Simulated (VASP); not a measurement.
# ZnS (F-43m) in VASP: notebook

Runs on ZnS. Level: PBE. Tasks: dielectric tensor, optical spectrum, band structure.

All numbers are computed with VASP 6.6.1; they aren't measurements. Logs are shortened: lines on timing, memory, paths and dates and some standing lists are left out, and cuts for length are marked.

**The experiment to reproduce.**

A printed reference work, monograph reports, for a bulk crystal of ZnS: high-frequency dielectric constant 5.14.

“Electronic, vibrational, and thermodynamic properties of ZnS (zincblende and rocksalt structure)”, 2009, arxiv:0911.5022 quotes, for a bulk crystal of ZnS at 19 K: band gap 3.85 eV (direct).

The results are compared with them further down.

## (1) The crystal as given

Symmetry: F-43m, No. 216, cubic system. The conventional cell has a = 5.361 Å, b = 5.361 Å, c = 5.361 Å, α = 90.00°, β = 90.00°, γ = 90.00°. Zn (site symmetry -43m) is surrounded by 4 S at 2.32 Å. Around S (site symmetry -43m) lie 4 Zn at 2.32 Å.

## (2) Dielectric tensor, PBE

INCAR reads:

```
ALGO = Fast
EDIFF = 1E-8
ENCUT = 520
GGA = PE
ISIF = 2
ISMEAR = 0
LASPH = True
LCHARG = False
LEPSILON = True
LREAL = False
LWAVE = False
NELM = 80
PREC = Accurate
SIGMA = 0.03
```

KPOINTS reads:

```
k-points
0
Monkhorst-Pack
  14 14 14
```

POSCAR reads:

```
ZnS                                     
1.0
    0.0000000000      2.6803314388      2.6803314388
    2.6803314388      0.0000000000      2.6803314388
    2.6803314388      2.6803314388      0.0000000000
  Zn              S             
     1     1
Direct
     0.2500000000000000    0.2500000000000000    0.2500000000000000
     0.0000000000000000    0.0000000000000000    0.0000000000000000
```

Potentials or basis: VASP PAW PBE potentials, release 64 (Zn, S).

Command:

```bash
> cat potpaw_PBE.64/Zn/POTCAR potpaw_PBE.64/S/POTCAR > POTCAR
> mpirun -np 1 vasp_std > vasp.out
```

OUTCAR:

```text
EDIFF = 1E-8
   ENCUT = 520
   GGA = PE
   ISIF = 2
   ISMEAR = 0
   LASPH = True
   LEPSILON = True
   LREAL = False
   NELM = 80
   PREC = Accurate

 ion  position               nearest neighbor table
   1  0.250  0.250  0.250-   2 2.32   2 2.32   2 2.32   2 2.32
   2  0.000  0.000  0.000-   1 2.32   1 2.32   1 2.32   1 2.32

  LATTYP: Found a face centered cubic cell.
 ALAT       =     5.3606628776

  Lattice vectors:

 A1 = (   0.0000000000,   2.6803314388,   2.6803314388)
 A2 = (   2.6803314388,   0.0000000000,   2.6803314388)
 A3 = (   2.6803314388,   2.6803314388,   0.0000000000)

Analysis of symmetry for initial positions (statically):
=====================================================================
 Subroutine PRICEL returns:
 Original cell was already a primitive cell.

 Routine SETGRP: Setting up the symmetry group for a
 face centered cubic supercell.

 Subroutine GETGRP returns: Found 24 space group operations
 (whereof 24 operations were pure point group operations)
 out of a pool of 48 trial point group operations.

The static configuration has the point symmetry T_d .

Analysis of symmetry for dynamics (positions and initial velocities):
=====================================================================
 Subroutine PRICEL returns:
 Original cell was already a primitive cell.

 Routine SETGRP: Setting up the symmetry group for a
 face centered cubic supercell.

 Subroutine GETGRP returns: Found 24 space group operations
 (whereof 24 operations were pure point group operations)
 out of a pool of 48 trial point group operations.

The dynamic configuration has the point symmetry T_d .

 Subroutine INISYM returns: Found 24 space group operations
 (whereof 24 operations are pure point group operations),
 and found     1 'primitive' translations

----------------------------------------------------------------------------------------

                                     Primitive cell

  volume of cell :      38.5119

  direct lattice vectors                    reciprocal lattice vectors
     0.000000000  2.680331439  2.680331439    -0.186544094  0.186544094  0.186544094
     2.680331439  0.000000000  2.680331439     0.186544094 -0.186544094  0.186544094
     2.680331439  2.680331439  0.000000000     0.186544094  0.186544094 -0.186544094

  length of vectors
     3.790561072  3.790561072  3.790561072     0.323103849  0.323103849  0.323103849

  position of ions in fractional coordinates (direct lattice)
     0.250000000  0.250000000  0.250000000
     0.000000000  0.000000000  0.000000000

  ion indices of the primitive-cell ions
   primitive index   ion index
                 1           1
                 2           2

----------------------------------------------------------------------------------------

 KPOINTS: k-points

Automatic generation of k-mesh.
 Grid dimensions read from file:
 generate k-points for:   14   14   14

 Generating k-lattice:

  Cartesian coordinates                     Fractional coordinates (reciprocal lattice)
    -0.013324578  0.013324578  0.013324578     0.071428571  0.000000000  0.000000000
     0.013324578 -0.013324578  0.013324578     0.000000000  0.071428571  0.000000000
     0.013324578  0.013324578 -0.013324578     0.000000000  0.000000000  0.071428571

  Length of vectors
     0.023078846  0.023078846  0.023078846

  Shift w.r.t. Gamma in fractional coordinates (k-lattice)
     0.500000000  0.500000000  0.500000000

 Subroutine IBZKPT returns following result:
 ===========================================

 Found    280 irreducible k-points:

 Following reciprocal coordinates:
            Coordinates               Weight
  0.035714  0.035714  0.035714      8.000000
[... 78 lines left out ...]
 maximum number of plane-waves:      1048
   NGX = 15   NGY = 15   NGZ = 15

--------------------------------------- Ionic step        1  -------------------------------------------

 number of electron      18.0000014 magnetization

 E-fermi :   2.4644     XC(G=0):  -9.7442

 val. band max:        2.3215257190   @ k =   0.0357   0.0357   0.0357
 cond. band min:       4.6633414280   @ k =   0.0357   0.0357   0.0357
 fundamental gap:      2.3418157091
 Fermi energy:         2.4643966173

 k-point     1 :       0.0357    0.0357    0.0357
  band No.  band energies     occupation
      1     -10.9664      2.00000
      2      -4.1034      2.00000
      3      -4.1011      2.00000
      4      -4.1011      2.00000
      5      -3.5759      2.00000
      6      -3.5759      2.00000
      7       2.2060      2.00000
      8       2.3215      2.00000
      9       2.3215      2.00000
     10       4.6633      0.00000
     11       8.6973      0.00000
     12       8.7383      0.00000
     13       8.7383      0.00000
[... 354 lines left out ...]
  band No.  band energies     occupation
      1     -10.3433      2.00000
      2      -4.0303      2.00000
      3      -3.9999      2.00000
      4      -3.9814      2.00000
      5      -3.5865      2.00000
      6      -3.5488      2.00000
      7      -1.1767      2.00000
      8       1.1704      2.00000
      9       1.7510      2.00000
     10       6.3142      0.00000
     11       9.0272      0.00000
     12       9.5900      0.00000
     13       9.7745      0.00000

 [... further k-points ...]

  FORCE on cell =-STRESS in cart. coord.  units (eV):
  Direction    XX          YY          ZZ          XY          YZ          ZX
  --------------------------------------------------------------------------------------
  -------------------------------------------------------------------------------------
  Total        0.9008772      0.9008772      0.9008772      0.0000000      0.0000000     -0.0000000
  in kB       37.4783686     37.4783686     37.4783686      0.0000000      0.0000000     -0.0000000
  external PRESSURE =      37.4783686 kB  Pullay stress =       0.0000000 kB

 VOLUME and BASIS-vectors are now :
 -----------------------------------------------------------------------------
  energy-cutoff  :      520.00
  volume of cell :       38.51
      direct lattice vectors                 reciprocal lattice vectors
     0.000000000  2.680331439  2.680331439    -0.186544094  0.186544094  0.186544094
     2.680331439  0.000000000  2.680331439     0.186544094 -0.186544094  0.186544094
     2.680331439  2.680331439  0.000000000     0.186544094  0.186544094 -0.186544094

 POSITION                                       TOTAL-FORCE (eV/Angst)
 -----------------------------------------------------------------------------------
      1.34017      1.34017      1.34017         0.000000      0.000000      0.000000
      0.00000      0.00000      0.00000        -0.000000     -0.000000     -0.000000
 -----------------------------------------------------------------------------------
    total drift:                               -0.000001     -0.000001     -0.000001

  FREE ENERGIE OF THE ION-ELECTRON SYSTEM (eV)
  ---------------------------------------------------
  free  energy   TOTEN  =        -6.8312315944 eV

  energy  without entropy=       -6.8312315944  energy(sigma->0) =       -6.83123159

 HEAD OF MICROSCOPIC STATIC DIELECTRIC TENSOR (INDEPENDENT PARTICLE, excluding Hartree and local field effects)
 ------------------------------------------------------
           6.284189     0.000000    -0.000000
           0.000000     6.284189     0.000000
          -0.000000     0.000000     6.284189
 ------------------------------------------------------

 Free energy of the ion-electron system (eV)
  ---------------------------------------------------
  ---------------------------------------------------
  free energy    TOTEN  =        -0.56334726 eV

  energy without entropy =       -0.56334726

------------------------ aborting loop because EDIFF is reached ----------------------------------------

--------------------------------------- Ionic step        2  -------------------------------------------

------------------------ aborting loop because EDIFF is reached ----------------------------------------

--------------------------------------- Ionic step        3  -------------------------------------------

 Free energy of the ion-electron system (eV)
  ---------------------------------------------------
  ---------------------------------------------------
  free energy    TOTEN  =        -0.56334707 eV

  energy without entropy =       -0.56334707

------------------------ aborting loop because EDIFF is reached ----------------------------------------

 PIEZOELECTRIC TENSOR FIELD DIRECTION 3  (e Angst)
 -----------------------------------------------------------------------------
    -0.00016  1.60631  0.00000           ( -0.00000 -0.00840  0.00000)
     1.60631 -0.00016  0.00000           ( -0.00840 -0.00000  0.00000)
     0.00000  0.00000 -0.00075           (  0.00000  0.00000 -0.00000)

 PIEZOELECTRIC TENSOR FIELD DIRECTION 3  (C/m^2)
 -----------------------------------------------------------------------------
    -0.00007  0.66826  0.00000
     0.66826 -0.00007  0.00000
     0.00000  0.00000 -0.00031

 MACROSCOPIC STATIC DIELECTRIC TENSOR (including local field effects in DFT)
 ------------------------------------------------------
           5.892917    -0.000000     0.000000
          -0.000000     5.892917     0.000000
          -0.000000     0.000000     5.892917
 ------------------------------------------------------

 PIEZOELECTRIC TENSOR (including local field effects)  for field in x, y, z        (e  Angst)
          XX          YY          ZZ          XY          YZ          ZX
  --------------------------------------------------------------------------------
  x    -0.00000     0.00000     0.00000    -0.00000     1.60980    -0.00000
  y    -0.00000     0.00000     0.00000    -0.00000    -0.00000     1.60980
  z     0.00000     0.00000     0.00000     1.60980     0.00000    -0.00000

 PIEZOELECTRIC TENSOR (including local field effects)  for field in x, y, z        (C/m^2)
          XX          YY          ZZ          XY          YZ          ZX
  --------------------------------------------------------------------------------
  x    -0.00000     0.00000     0.00000    -0.00000     0.66971    -0.00000
  y    -0.00000     0.00000     0.00000    -0.00000    -0.00000     0.66971
  z     0.00000     0.00000     0.00000     0.66971     0.00000    -0.00000

 BORN EFFECTIVE CHARGES (including local field effects) (in |e|, cummulative output)
 ---------------------------------------------------------------------------------
 ion    1
    1     1.97386     0.00000     0.00000
    2     0.00000     1.97386     0.00000
    3     0.00000     0.00000     1.97386
 ion    2
    1    -1.97386     0.00000     0.00000
    2     0.00000    -1.97386     0.00000
    3     0.00000     0.00000    -1.97386
```

It took 33 min on 1 thread of AMD EPYC 9R45 (Zen 5), shared host; peak memory 1.5 GiB.

Results:

| Property | Result |
| --- | --- |
| Electronic dielectric tensor (diagonal) | 5.89 |
| Born charges (mean of the diagonal) | Zn +1.97; S -1.97 e |

Electronic dielectric tensor:
```
5.89 0.00 0.00
0.00 5.89 0.00
0.00 0.00 5.89
```

Born effective charge tensors (e):
atom 1, Zn
```
1.97 0.00 0.00
0.00 1.97 0.00
0.00 0.00 1.97
```
atom 2, S
```
-1.97  0.00  0.00
 0.00 -1.97  0.00
 0.00  0.00 -1.97
```

(Continued in part 2 of 2.)
